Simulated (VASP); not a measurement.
## KI: electric field gradients with PBEsol

**Measured values to compare with.**

A printed reference work, monograph reports, for a bulk crystal of KI: band gap 6.32 eV.

Crystal: KI.

```xyz
2
Lattice="0.0000 3.5328 3.5328 3.5328 0.0000 3.5328 3.5328 3.5328 0.0000" Properties=species:S:1:pos:R:3 pbc="T T T"
K     0.0000    0.0000    0.0000
I     3.5328    3.5328    3.5328
```

```
Program                : VASP 6.6.1
Task                   : electric field gradients
Functional             : PBEsol
Potentials or basis    : VASP PAW PBE potentials, release 64 (K_sv, I)
Cutoff                 : 520 eV
k mesh                 : 8 × 8 × 8
Occupations            : fermi-dirac, width 0.02 eV
Spin                   : no spin polarisation
Further INCAR settings : ALGO = Normal; EDIFF = 1e-07
```

| Item | Value |
| --- | --- |
| Pressure | -0.3 GPa |
| Band gap on the k mesh | 3.81 eV, direct |

Levels at points of the mesh, in eV from the valence-band top:
```csv
k point,band 4,band 5,band 6,band 7,band 8,band 9,band 10,band 11,band 12
"(0.00, 0.00, 0.00)",-11.88,-10.54,0.00,0.00,0.00,3.81,6.43,6.43,6.43
"(0.50, 0.00, 0.00)",-11.88,-10.24,-1.35,-0.34,-0.34,5.38,7.61,8.07,8.07
"(0.50, 0.50, 0.00)",-11.90,-10.39,-1.02,-0.37,-0.37,4.83,5.67,8.07,8.65
```

Electric field gradients, principal values (V/Å²):
| atom | Vxx | Vyy | Vzz |
| --- | --- | --- | --- |
| 1 K | 0.000 | 0.000 | -0.001 |
| 2 I | 0.000 | 0.000 | 0.000 |

It took 45 s on 1 thread of Intel(R) Xeon(R) Platinum 8488C (Sapphire Rapids), with other jobs on the host, peak memory 0.24 GiB.

Against the measured gap of KI, 6.32 eV (a printed reference work, monograph), the calculated 3.81 eV is off by -2.51 eV. Spin-orbit coupling on I is left out. The value is that of PBEsol on a finite k mesh, which can miss the band edges, without temperature or zero-point motion. Semilocal functionals fall short of measured gaps as a rule.

Caveat: the PAW data sets were made with another functional, which shifts forces and pressure a little; spin-orbit coupling is left out, which moves the levels of the heavy elements.
